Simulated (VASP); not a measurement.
Here is a VASP 6.6.1 calculation.

INCAR

```
SYSTEM = GaP
PREC = Accurate
ENCUT = 600
EDIFF = 1E-6
ISMEAR = 0
SIGMA = 0.03
LREAL = .FALSE.
LASPH = .TRUE.
NELM = 80
ALGO = Normal
ISIF = 3
LWAVE = .FALSE.
LCHARG = .FALSE.
IBRION = 2
NSW = 90
EDIFFG = -0.01
```

File KPOINTS:

```
Automatic mesh
0
G
  8 8 8
  0 0 0
```

POSCAR

```
GaP
1.0
    0.0000000000      2.7252500000      2.7252500000
    2.7252500000      0.0000000000      2.7252500000
    2.7252500000      2.7252500000      0.0000000000
Ga P
1 1
Direct
    0.0000000000      0.0000000000      0.0000000000
    0.2500000000      0.2500000000      0.2500000000
```

Potentials or basis: VASP PAW LDA potentials, release 64 (Ga_d, P).

Command:

```bash
$ cat potpaw_LDA.64/Ga_d/POTCAR potpaw_LDA.64/P/POTCAR > POTCAR
$ mpirun -np 1 vasp_std > vasp.out
```

(1) Predict the relaxed cell.

(2) What does it give for the space group after relaxing (to 0.05 Å)?

Results:

(1) a = 3.814 Å, b = 3.814 Å, c = 3.814 Å, α = 60.00°, β = 60.00°, γ = 60.00°.

(2) F-43m (No. 216).
